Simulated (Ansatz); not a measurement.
Input of an Ansatz 0.2.0 run:

The input input.yaml:

```yaml
crystal:
  lattice:
    - [0.0, 2.1554, 2.1554]
    - [2.1554, 0.0, 2.1554]
    - [2.1554, 2.1554, 0.0]
  atoms:
    - { symbol: Fe, position: [0.0, 0.0, 0.0], spin: 3.0 }
    - { symbol: O, position: [0.5, 0.5, 0.5] }
kpoints:
  mp_grid: { grid: [11, 11, 11] }
  band_path:
    path:
      - [0.0, 0.0, 0.0]
      - [0.5, 0.0, 0.5]
      - [0.5, 0.25, 0.75]
      - [0.375, 0.375, 0.75]
      - [0.0, 0.0, 0.0]
      - [0.5, 0.5, 0.5]
      - [0.625, 0.25, 0.625]
      - [0.5, 0.25, 0.75]
    npoints: 10
scf:
  occupations: { method: fermi_dirac, width: 0.05 }
hamiltonian:
  xc: blyp
  pseudopotentials: { kind: all_electron, lapw: { basis_error: 0.001 } }
magnetization:
  spin_polarized: true
output:
  forces: true
  stress: true
  eigenvalues: true
```

Potentials or basis: all-electron LAPW, scalar-relativistic.

Launch:

```bash
$ ansatz run input.yaml --threads 2 --pin off --max-ram 6144MiB --backend cpu --events-out ev --progress --plain --runs-dir out
```

**Question.** Estimate the absolute moment.

**Answer.** 4.01 μB per cell.

**Question.** Estimate the pressure.

**Answer.** 6.7 GPa.

**Question.** Estimate the band gap along the path.

**Answer.** None (metal or under the smearing width).

**Question.** Estimate the site moments.

**Answer.** Fe +3.60; O +0.34 μB.

Levels at the corners of the path, in eV from the Fermi level:
Spin up:
| point | band 10 | band 11 | band 12 | band 13 | band 14 | band 15 | band 16 | band 17 | band 18 |
| --- | --- | --- | --- | --- | --- | --- | --- | --- | --- |
| Γ | -3.71 | -3.71 | -3.71 | -3.51 | -3.51 | 0.41 | 16.02 | 17.37 | 17.37 |
| X | -4.59 | -3.13 | -2.65 | -2.65 | -2.64 | 5.43 | 9.02 | 11.28 | 14.88 |
| W | -2.89 | -2.89 | -2.76 | -2.65 | -1.59 | 7.53 | 9.33 | 9.33 | 12.03 |
| K | -3.51 | -2.78 | -2.51 | -2.32 | -1.58 | 6.92 | 9.06 | 9.10 | 14.29 |
| Γ | -3.71 | -3.71 | -3.71 | -3.51 | -3.51 | 0.41 | 16.02 | 17.37 | 17.37 |
| L | -2.91 | -2.91 | -2.37 | -0.25 | -0.25 | 4.51 | 8.60 | 12.77 | 12.77 |
| U | -3.51 | -2.78 | -2.51 | -2.32 | -1.58 | 6.92 | 9.06 | 9.10 | 14.29 |
| W | -2.89 | -2.89 | -2.76 | -2.65 | -1.59 | 7.53 | 9.33 | 9.33 | 12.03 |
Spin down:
| point | band 8 | band 9 | band 10 | band 11 | band 12 | band 13 |
| --- | --- | --- | --- | --- | --- | --- |
| Γ | -3.24 | -3.24 | -0.74 | -0.74 | -0.74 | 0.21 |
| X | -4.38 | -4.38 | -2.04 | 0.72 | 0.72 | 0.75 |
| W | -5.98 | -5.50 | -0.04 | -0.04 | 0.72 | 1.08 |
| K | -6.03 | -4.81 | -0.77 | 0.54 | 0.65 | 1.33 |
| Γ | -3.24 | -3.24 | -0.74 | -0.74 | -0.74 | 0.21 |
| L | -5.13 | -5.13 | 0.38 | 0.38 | 0.59 | 2.83 |
| U | -6.03 | -4.81 | -0.77 | 0.54 | 0.65 | 1.33 |
| W | -5.98 | -5.50 | -0.04 | -0.04 | 0.72 | 1.08 |

Caveat: a cell with one magnetic atom can't hold antiferromagnetic order, which such compounds often take; semilocal functionals often make such compounds metallic where correlation or magnetic order opens a gap, which also shifts bond lengths.

**The experiment to reproduce.**

“W\"ustite: Electric, thermodynamic and optical properties of FeO”, 2012, arxiv:1203.1201 quotes, for a bulk crystal of FeO: band gap 2.4 eV (optical).

Against the measured gap of FeO, 2.4 eV (optical; quoted in “W\"ustite: Electric, thermodynamic and optical properties of FeO”, 2012, arxiv:1203.1201), the calculated 0.00 eV is off by -2.40 eV. So large a miss can be the level of theory's own, or it may mean another phase, state or a wrong row. The value is that of BLYP, without temperature or zero-point motion. Semilocal functionals fall short of measured gaps as a rule. The run's magnetic order (collinear spin, ferromagnetic start) needn't be the measured crystal's.
